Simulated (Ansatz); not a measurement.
# Vibrations of BeTe (F-43m) by finite displacements

```yaml
crystal:
  lattice:
    - [0.00000, 2.80279, 2.80279]
    - [2.80279, 0.00000, 2.80279]
    - [2.80279, 2.80279, 0.00000]
  atoms:
    - { symbol: Be, position: [0.00000, 0.00000, 0.00000] }
    - { symbol: Te, position: [0.75000, 0.75000, 0.75000] }
```

The conventional cell has a = 5.606 Å, b = 5.606 Å, c = 5.606 Å, α = 90.00°, β = 90.00°, γ = 90.00°. Around Be (atom 1) lie 4 Te at 2.43 Å. Around Te (atom 2) lie 4 Be at 2.43 Å.

Unless marked otherwise, the numbers come from PBEsol, all-electron LAPW in Ansatz 0.2.0, scalar-relativistic. k mesh 6×6×6, fixed occupations, basis error target 0.5 meV/atom. The cell was relaxed by PAW under this functional.

Atoms are displaced by 0.01 Å in the smallest supercells that hold the wave vectors of a 2×2×2 mesh. Negative values stand for unstable modes. The zone centre has no LO-TO term.

Q: What are the phonon energies at the solved wave vectors, in cm⁻¹?

A: 

| q | point | modes (cm⁻¹) |
| --- | --- | --- |
| 0.000 0.000 0.000 | Gamma | 470.1 (×3) |
| 0.500 0.000 0.000 | L | 67.5 (×2), 156.9, 459.0 (×2), 509.0 |
| 0.500 0.500 0.000 | X | 94.9 (×2), 158.3, 431.8 (×2), 542.1 |

Q: Is the structure dynamically stable at these wave vectors?

A: Yes, no mode is unstable there; wave vectors off this mesh aren't tested.

Q: How do the optical zone-centre modes decompose, and which are active?

A: Point group -43m: Γ_opt = T2.

```json
{"label": "T2", "cm⁻¹": "470.1", "activity": "IR and Raman", "mostly": "Be (93 %)"}
```

Q: How well do frozen-core PAW files reproduce these all-electron values?

A: With a cutoff of 420 eV and displacements of 0.0025 Å, the r.m.s. difference over the modes is 0.1 cm⁻¹; the largest difference is 509.2 (PAW) against 509.0 cm⁻¹ (LAPW).

Q: The cell is scaled evenly to 43.375 and 44.696 Å³ (from 44.035), with free atoms relaxed and the shape held. What are the mode Grüneisen parameters γ = −d ln ω/d ln V?

A: For the highest mode, 550.8 cm⁻¹ in the small cell and 533.8 in the large one give γ ≈ 1.04. From the change of the dynamical matrix on each mode:

```tsv
point	cm⁻¹	γ
Gamma	470.1	1.36
L	67.5	-0.47
L	156.9	1.06
L	459.0	1.52
L	509.0	1.18
X	94.9	-0.34
X	158.3	1.15
X	431.8	1.77
X	542.1	1.04
```

Weighted by the modes' heat capacities at 300 K, the mean on this mesh is 0.68; it moves with the q mesh, and a coarse one overweights the zone boundary. Rows under −0.05 (2 here) are modes that soften under compression and pull towards negative thermal expansion.

Q: Linear response on PAW files adds the field. What are the dielectric tensor, the Born charges and the LO shift?

A: ε∞ = (7.54, 7.54, 7.54) along x, y, z with local fields. Born charges (xx, yy, zz): Be1 (1.31, 1.31, 1.31); Te2 (-1.31, -1.31, -1.31). The highest zone-centre mode lies at 470.2 cm⁻¹ without the macroscopic field and at 501.2 cm⁻¹ with it, for q along x. Lyddane-Sachs-Teller then gives ε₀ = ε∞ (ω_LO/ω_TO)² = 8.56. With the ions free to follow the field, the program's ε₀ is (8.56, 8.56, 8.56).

Limits of these numbers: the frozen-core PAW files of the compared runs were fitted under PBE, their cores solved anew for this functional; field response not resolved by the mesh; semilocal gaps are low, and ε∞ tends to come out large.
